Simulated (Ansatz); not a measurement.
The elements of this relaxed trial crystal are hidden behind letters.

```
lattice vectors (Å)
   5.4674    0.0000    0.0000
  -2.7337    4.7349    0.0000
   0.0000    0.0000    4.0275
fractional positions
X 0.5000 0.0000 0.5000
X 0.0000 0.5000 0.5000
X 0.5000 0.5000 0.5000
X 0.0000 0.0000 0.5000
Z 0.3333 0.6667 0.0000
Z 0.6667 0.3333 0.0000
```

All numbers below come from DFT PBE, scalar-relativistic, plane waves, PAW (Ansatz 0.2.0). Cutoff 420 eV, Γ-centred 12×12×10 mesh (6-atom cell), Gaussian smearing of 0.10 eV, no spin polarisation.

- Space group: P6/mmm (No. 191)
- Conventional cell: a = 5.467 Å, c = 4.028 Å
- Volume per atom: 17.38 Å³
- Density: 3.74 g/cm³
- Energy over the elements: +0.15 eV/atom
- Gap on the 12×12×10 mesh of the 6-atom cell: 0 eV (a metal)

Energies are uncorrected and count from the elements' standard states at the same level.

Problem. X is a p-block element of period 3 and Z is a d-block element of period 4. Which elements are they?

Solution. X = Al, Z = Cu, so the formula is Al2Cu. Density times volume gives a mean mass of 3.74 × 17.38/1.6605 = 39.1 u per atom, and this set has 39.2 u. Around Al on a site of symmetry mmm lie 4 Cu at 2.56 Å and 6 Al at 2.73 Å; around Al on a site of symmetry 6/mmm lie 6 Al at 2.73 Å; Cu has 6 Al at 2.56 Å. Other sets within the hints have nearly the same mass, so mass alone doesn't settle it; this one was computed.

A structure relaxed within its symmetry needn't be a true minimum. Another cell of Al2Cu relaxed alike, in Fm-3m (a Materials Project cell), lies 0.33 eV/atom lower, so this cell isn't the stable form at this level.
